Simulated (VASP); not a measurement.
# Na (P6_3/mmc) in VASP: reference runs, part 2 of 2

VASP 6.6.1.

## (3) Single point, PBE (atoms moved at random, drawn with an rms of 0.05 Å)

Input file INCAR:

```
PREC = Accurate
ENCUT = 520
EDIFF = 1E-7
ISMEAR = -1
SIGMA = 0.05
LREAL = False
LASPH = True
NELM = 80
ALGO = Normal
ISIF = 2
LWAVE = False
LCHARG = True
GGA = PE
LELF = True
LVHAR = True
NBANDS = 22
```

Input file KPOINTS:

```
regular mesh
0
Gamma
  8 8 3
```

Input file POSCAR:

```
Na
1.0
    3.7003831212      0.0000000000      0.0000000000
   -1.8501915606      3.2046257867      0.0000000000
    0.0000000000      0.0000000000     12.5373215400
Na
4
Direct
    0.6768420000      0.3524780000      0.7532030000
    0.0055760000     -0.0011080000      0.4996050000
    0.3357360000      0.6779980000      0.2513620000
    0.0053630000     -0.0065800000      0.0013610000
```

Potentials or basis: VASP PAW PBE potentials, release 64 (Na_pv).

Launch:

```console
$ cat potpaw_PBE.64/Na_pv/POTCAR > POTCAR
$ mpirun -np 1 vasp_std > vasp.out
```

OUTCAR:

```text
PREC = Accurate
   ENCUT = 520
   EDIFF = 1E-7
   ISMEAR = -1
   LREAL = False
   LASPH = True
   NELM = 80
   ISIF = 2
   GGA = PE

 ion  position               nearest neighbor table
   1  0.677  0.352  0.753-
   2  0.006  0.999  0.500-
   3  0.336  0.678  0.251-
   4  0.005  0.993  0.001-

  LATTYP: Found a hexagonal cell.
 ALAT       =     3.7003831212
 C/A-ratio  =     3.3881144545

  Lattice vectors:

 A1 = (   3.7003831212,   0.0000000000,   0.0000000000)
 A2 = (  -1.8501915606,   3.2046257867,   0.0000000000)
 A3 = (   0.0000000000,   0.0000000000,  12.5373215400)

Analysis of symmetry for initial positions (statically):
=====================================================================
 Subroutine PRICEL returns:
 Original cell was already a primitive cell.

 Routine SETGRP: Setting up the symmetry group for a
 hexagonal supercell.

 Subroutine GETGRP returns: Found  1 space group operations
 (whereof  1 operations were pure point group operations)
 out of a pool of 24 trial point group operations.

The static configuration has the point symmetry C_1 .

Analysis of symmetry for dynamics (positions and initial velocities):
=====================================================================
 Subroutine PRICEL returns:
 Original cell was already a primitive cell.

 Routine SETGRP: Setting up the symmetry group for a
 hexagonal supercell.

 Subroutine GETGRP returns: Found  1 space group operations
 (whereof  1 operations were pure point group operations)
 out of a pool of 24 trial point group operations.

The dynamic configuration has the point symmetry C_1 .

 Subroutine INISYM returns: Found  1 space group operations
 (whereof  1 operations are pure point group operations),
 and found     1 'primitive' translations

----------------------------------------------------------------------------------------

                                     Primitive cell

  volume of cell :     148.6719

  direct lattice vectors                    reciprocal lattice vectors
     3.700383121  0.000000000  0.000000000     0.270242288  0.156024458  0.000000000
    -1.850191561  3.204625787  0.000000000     0.000000000  0.312048915  0.000000000
     0.000000000  0.000000000 12.537321540     0.000000000  0.000000000  0.079761853

  length of vectors
     3.700383121  3.700383121 12.537321540     0.312048915  0.312048915  0.079761853

  position of ions in fractional coordinates (direct lattice)
     0.676842000  0.352478000  0.753203000
     0.005576000  0.998892000  0.499605000
     0.335736000  0.677998000  0.251362000
     0.005363000  0.993420000  0.001361000

  ion indices of the primitive-cell ions
   primitive index   ion index
                 1           1
                 2           2
                 3           3
                 4           4

----------------------------------------------------------------------------------------

 KPOINTS: regular mesh

Automatic generation of k-mesh.
 Grid dimensions read from file:
 generate k-points for:    8    8    3

 Generating k-lattice:

  Cartesian coordinates                     Fractional coordinates (reciprocal lattice)
     0.033780286  0.019503057  0.000000000     0.125000000 -0.000000000  0.000000000
     0.000000000  0.039006114  0.000000000     0.000000000  0.125000000  0.000000000
     0.000000000  0.000000000  0.026587284     0.000000000  0.000000000  0.333333333

  Length of vectors
     0.039006114  0.039006114  0.026587284

  Shift w.r.t. Gamma in fractional coordinates (k-lattice)
     0.000000000  0.000000000  0.000000000

 Subroutine IBZKPT returns following result:
 ===========================================

 Found     98 irreducible k-points:

 Following reciprocal coordinates:
            Coordinates               Weight
  0.000000  0.000000  0.000000      1.000000
  0.125000  0.000000  0.000000      2.000000
  0.000000  0.125000  0.000000      2.000000
 -0.125000  0.125000  0.000000      2.000000
  0.250000  0.000000  0.000000      2.000000
  0.000000  0.250000  0.000000      2.000000
[... 16 lines left out ...]
  0.375000  0.125000  0.000000      2.000000
 -0.125000  0.500000  0.000000      2.000000
 [... further k-points ...]
   k-points           NKPTS =     98   k-points in BZ     NKDIM =     98   number of bands    NBANDS=     22
   number of dos      NEDOS =    301   number of ions     NIONS =      4
   total plane-waves  NPLWV =  75264
   dimension x,y,z NGX =    28 NGY =   28 NGZ =   96
   dimension x,y,z NGXF=    56 NGYF=   56 NGZF=  192
   ions per type =               4
   NGX,Y,Z   is equivalent  to a cutoff of  12.58, 12.58, 12.73 a.u.
   NGXF,Y,Z  is equivalent  to a cutoff of  25.16, 25.16, 25.46 a.u.
 SYSTEM =  unknown system
   PREC   = accura    normal or accurate (medium, high low for compatibility)
   ISTART =      0    job   : 0-new  1-cont  2-samecut
   ICHARG =      2    charge: 1-file 2-atom 10-const
   ISPIN  =      1    spin polarized calculation?
   LNONCOLLINEAR =      F non collinear calculations
   LSORBIT =      F    spin-orbit coupling
   LASPH  =      T    aspherical Exc in radial PAW
   ENCUT  =  520.0 eV  38.22 Ry    6.18 a.u.   6.88  6.88 23.31*2*pi/ulx,y,z
   NELM   =     80;   NELMIN=  2; NELMDL= -5     # of ELM steps
   EDIFF  = 0.1E-06   stopping-criterion for ELM
   LREAL  =      F    real-space projection
   EDIFFG = 0.1E-05   stopping-criterion for IOM
   NSW    =      0    number of steps for IOM
   IBRION =     -1    ionic relax: 0-MD 1-quasi-New 2-CG
   NFREE  =      0    steps in history (QN), initial steepest desc. (CG)
   ISIF   =      2    stress and relaxation
   ISYM   =      2    0-nonsym 1-usesym 2-fastsym
   POTIM  = 0.5000    time-step for ionic-motion
   TEBEG  =    0.0;   TEEND  =   0.0 temperature during run
   PSTRESS=    0.0 pullay stress
   NELECT =      28.0000    total number of electrons
   NUPDOWN=      -1.0000    fix difference up-down
   EMIN   =  10.00;   EMAX   =-10.00  energy-range for DOS
   EFERMI =   0.00;   METHOD = LEGACY
   ISMEAR =    -1;   SIGMA  =   0.05  broadening in eV -4-tet -1-fermi 0-gaus
   EFERMI_NEDOS =   21; number of points for ismear=-14 and -15
   IALGO  =     38    algorithm
   IMIX   =      4    mixing-type and parameters
     AMIX     =   0.40;   BMIX     =  1.00
     AMIX_MAG =   1.60;   BMIX_MAG =  1.00
  volume/ion in A,a.u.               =      37.17       250.82
  Fermi-wavevector in a.u.,A,eV,Ry     =   0.938393  1.773305 11.981028  0.880581
  Thomas-Fermi vector in A             =   2.065600
   LORBIT       =      0    0 simple, 1 ext, 2 COOP (PROOUT), +10 PAW based schemes
   GGA     = PE    functional components
   LHFCALC =     F    Hartree Fock is set to
   AEXX    =    0.0000 exact exchange contribution
   IVDW    =     0    specifies the selected vdW correction
   LEPSILON=     F    determine dielectric tensor
   LRPA    =     F    only Hartree local field effects (RPA)
 non-spin polarized calculation
  energy-cutoff  :      520.00
  volume of cell :      148.67
 maximum number of plane-waves:      4022
   NGX = 13   NGY = 13   NGZ = 47

 number of electron      28.0000005 magnetization

 Free energy of the ion-electron system (eV)
  ---------------------------------------------------
  ext. energy  EPLUGINS =         0.00000000
  ---------------------------------------------------
  free energy    TOTEN  =        -5.23278477 eV

  energy without entropy =       -5.21466970  energy(sigma->0) =       -5.22372724

 E-fermi :   0.3112     XC(G=0):  -6.4947

 val. band max:        0.2296655062   @ k =   0.5000  -0.2500   0.3333
 cond. band min:       0.3588183633   @ k =  -0.1250   0.3750   0.3333
 fundamental gap:      0.1291528572
 Fermi energy:         0.3111702976

 k-point     1 :       0.0000    0.0000    0.0000
  band No.  band energies     occupation
      1     -24.6119      2.00000
      2     -24.5974      2.00000
      3     -24.5930      2.00000
      4     -24.5880      2.00000
      5     -24.5874      2.00000
      6     -24.5861      2.00000
[... 14 lines left out ...]
     21      10.6311      0.00000
     22      10.7642      0.00000
[... 552 lines left out ...]
  band No.  band energies     occupation
      1     -24.6167      2.00000
      2     -24.6151      2.00000
      3     -24.6064      2.00000
      4     -24.6044      2.00000
      5     -24.5980      2.00000
      6     -24.5968      2.00000
[... 14 lines left out ...]
     21       5.1193      0.00000
     22       5.1872      0.00000

 [... further k-points ...]

------------------------ aborting loop because EDIFF is reached ----------------------------------------

  FORCE on cell =-STRESS in cart. coord.  units (eV):
  Direction    XX          YY          ZZ          XY          YZ          ZX
  --------------------------------------------------------------------------------------
  -------------------------------------------------------------------------------------
  Total        0.2796613      0.2932133     -0.5975668     -0.0042224      0.0019290      0.0004506
  in kB        3.0137985      3.1598422     -6.4397386     -0.0455035      0.0207877      0.0048558
  external PRESSURE =      -0.0886993 kB  Pullay stress =       0.0000000 kB

 VOLUME and BASIS-vectors are now :
 -----------------------------------------------------------------------------
  energy-cutoff  :      520.00
  volume of cell :      148.67
      direct lattice vectors                 reciprocal lattice vectors
     3.700383121  0.000000000  0.000000000     0.270242288  0.156024458  0.000000000
    -1.850191561  3.204625787  0.000000000     0.000000000  0.312048915  0.000000000
     0.000000000  0.000000000 12.537321540     0.000000000  0.000000000  0.079761853

 POSITION                                       TOTAL-FORCE (eV/Angst)
 -----------------------------------------------------------------------------------
      1.85242      1.12956      9.44315         0.002191     -0.007783     -0.020646
     -1.82751      3.20108      6.26371        -0.003475      0.005466      0.021323
     -0.01207      2.17273      3.15141         0.005352     -0.005307     -0.009036
     -1.81817      3.18354      0.01706        -0.004068      0.007624      0.008359
 -----------------------------------------------------------------------------------
    total drift:                                0.000061      0.000819     -0.000699

  FREE ENERGIE OF THE ION-ELECTRON SYSTEM (eV)
  ---------------------------------------------------
  free  energy   TOTEN  =        -5.2327847678 eV

  energy  without entropy=       -5.2146697022  energy(sigma->0) =       -5.22372724
```

OSZICAR:

```text
N       E                     dE             d eps       ncg     rms          rms(c)
DAV:   1     0.234817550414E+03    0.23482E+03   -0.14760E+04  4344   0.125E+03
DAV:   2     0.717138716006E+01   -0.22765E+03   -0.22308E+03  4372   0.356E+02
DAV:   3    -0.501686333455E+01   -0.12188E+02   -0.12092E+02  5298   0.105E+02
DAV:   4    -0.523071024634E+01   -0.21385E+00   -0.21378E+00  4768   0.139E+01
DAV:   5    -0.523583822352E+01   -0.51280E-02   -0.51279E-02  5134   0.236E+00    0.407E-01
DAV:   6    -0.523408479518E+01    0.17534E-02   -0.40901E-03  5826   0.728E-01    0.272E-01
DAV:   7    -0.523281867801E+01    0.12661E-02   -0.36176E-03  5752   0.683E-01    0.644E-02
DAV:   8    -0.523278652862E+01    0.32149E-04   -0.36828E-04  5188   0.405E-01    0.161E-02
DAV:   9    -0.523278367762E+01    0.28510E-05   -0.10261E-04  5098   0.146E-01    0.395E-03
DAV:  10    -0.523278430219E+01   -0.62457E-06   -0.17696E-06  5116   0.129E-02    0.231E-03
DAV:  11    -0.523278477122E+01   -0.46904E-06   -0.27518E-07  4062   0.366E-03    0.301E-04
DAV:  12    -0.523278476782E+01    0.34065E-08   -0.28278E-08  2480   0.400E-03
   1 F= -.52327848E+01 E0= -.52237272E+01  d E =-.181151E-01
```

stdout:

```text
POSCAR found type information on POSCAR Na
 POSCAR found :  1 types and       4 ions
 scaLAPACK will be used
 LDA part: xc-table for (Slater+PW92), standard interpolation
 POSCAR, INCAR and KPOINTS ok, starting setup
 FFT: planning ... GRIDC
 FFT: planning ... GRID_SOFT
 FFT: planning ... GRID
 WAVECAR not read
 entering main loop
```

It took 2.4 min on 1 thread of Intel Xeon Platinum 8488C (Sapphire Rapids), shared host; peak memory 0.38 GiB.

What came out:

```yaml
Free_energy: -5.2328 eV
Pressure: 0.0 GPa
Largest_force: 0.022 eV/Å
Band_gap_on_the_k_mesh: none (metal or under the smearing width)
```

Forces on the atoms (eV/Å):
```
Na   0.002 -0.008 -0.021
Na  -0.003  0.005  0.021
Na   0.005 -0.005 -0.009
Na  -0.004  0.008  0.008
```
